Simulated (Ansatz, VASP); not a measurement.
**One calculation of S, two programs**

```xyz
1
Lattice="0.0000 2.0014 2.0014 2.0014 0.0000 2.0014 2.0014 2.0014 0.0000" Properties=species:S:1:pos:R:3 pbc="T T T"
S     0.0000    0.0000    0.0000
```

Alike in both runs: task single point; functional PBE; k mesh 18 × 18 × 18; occupations gaussian, width 0.1 eV; no spin polarisation.

```csv
,VASP,Ansatz
version,VASP 6.6.1,Ansatz 0.2.0
potentials or method,"VASP PAW PBE potentials, release 64 (S)","scalar-relativistic, plane waves, PAW"
plane-wave cutoff (eV),520,420
valence electrons in the cell,6,6
```

VASP gave:

* gap on the k mesh at the Fermi level (eV): none
* pressure (GPa): -1.0

Q: What did Ansatz give for the same quantities?

A: gap on the k mesh at the Fermi level (eV): none; pressure (GPa): -0.8.

A gap of «none» marks a metal or a gap that the smearing closes. With one functional, cell and mesh, what is left measures potentials, basis and numerics.
